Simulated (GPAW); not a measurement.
CuCl2: relaxation of cell and atoms with PBEsol+D3

The system is CuCl2.

```
Cu Cl
1.0
     4.52065    0.00000    0.00000
     0.00000    4.52065    0.00000
     0.00000    0.00000    4.31771
Cu Cl
1 2
Cartesian
  0.0000 0.0000 0.0000
  0.0000 2.2603 0.0000
  2.2603 0.0000 0.0000
```

Measurements of this composition are mostly on another form, of space group No. 12.

```json
{
  "Program": "GPAW 26.7.0",
  "Task": "relaxation of cell and atoms",
  "Functional": "PBEsol",
  "Dispersion": "D3",
  "Potentials or basis": "PAW data sets generated in the run's folder for this functional",
  "Cutoff": "600 eV",
  "Basis": "pw",
  "k mesh": "5 × 5 × 5",
  "Occupations": "fermi-dirac, width 0.05 eV",
  "Spin": "no spin polarisation",
  "Maxiter": "150",
  "Optimizer": "BFGS",
  "Fmax": "0.02 eV/Å",
  "Max steps": "60",
  "Convergence": "density=1e-05 forces=0.0001"
}
```

| Property | Result |
| --- | --- |
| Relaxed volume | 23.97 Å³/atom |
| Relaxed cell | a = 4.446 Å, b = 4.446 Å, c = 3.637 Å, α = 90.00°, β = 90.00°, γ = 90.00° |
| Space group after relaxing (to 0.05 Å) | P4/mmm (No. 123) |
| Energy gained by relaxing | 23.4 meV/atom |
| Ionic steps | 11 |
| Pressure after relaxing | 0.0 GPa |
| Band gap on the k mesh | none (metal or under the smearing width) |
| Dispersion energy per atom | -0.121 eV |

Stress tensor (GPa, compression positive):
```
 0.09  0.00  0.00
 0.00  0.09  0.00
 0.00  0.00 -0.06
```

Step by step:
| step | energy change (eV) | largest force (eV/Å) | pressure (GPa) | volume (Å³) |
| --- | --- | --- | --- | --- |
| 1 | 0.0000 | 0.0000 | -1.90 | 88.24 |
| 2 | -0.0056 | 0.0000 | -1.69 | 87.80 |
| 3 | -0.0222 | 0.0000 | -0.07 | 84.79 |
| 4 | -0.0227 | 0.0000 | -0.19 | 84.91 |
| 5 | -0.0240 | 0.0000 | -0.41 | 84.95 |
| 6 | -0.0271 | 0.0000 | -0.78 | 84.47 |
| 7 | -0.0346 | 0.0000 | -1.42 | 82.30 |
| 8 | -0.0447 | 0.0000 | -2.07 | 77.79 |
| 9 | -0.0518 | 0.0000 | -1.85 | 73.78 |
| 10 | -0.0670 | 0.0000 | -0.70 | 72.19 |
| 11 | -0.0701 | 0.0000 | 0.04 | 71.90 |

Final structure:
```
Cu Cl
1.0
     4.44642    0.00000    0.00000
     0.00000    4.44642    0.00000
     0.00000    0.00000    3.63664
Cu Cl
1 2
Direct
  0.00000 0.00000 0.00000
  0.00000 0.50000 0.00000
  0.50000 0.00000 0.00000
```

Levels at points of the mesh, in eV from the Fermi level:
| k point | band 11 | band 12 | band 13 | band 14 | band 15 | band 16 |
| --- | --- | --- | --- | --- | --- | --- |
| (0.00, 0.00, 0.00) | -0.88 | -0.88 | -0.61 | 2.26 | 6.47 | 9.33 |

It took 4.5 min on 1 thread of Arm Neoverse V1, on a shared host, peak memory 0.26 GiB.

Caveat: with this Cu data set, volumes or pressures lay over 1.5 % or 2 GPa off other programs in two to four cells of ten; later steps reuse the first step's grids; the volume moved by over 15 % at a fixed basis, so the end points are rough; an odd number of electrons without spin polarisation forces a metal; a magnetic or distorted state may lie lower; the run has no spin polarisation, though such a crystal can be magnetic; semilocal functionals often make such compounds metallic where correlation or magnetic order opens a gap, which also shifts bond lengths. With open d or f shells a metallic result of PBEsol can be an artefact of self-interaction; +U or a hybrid may open a gap.
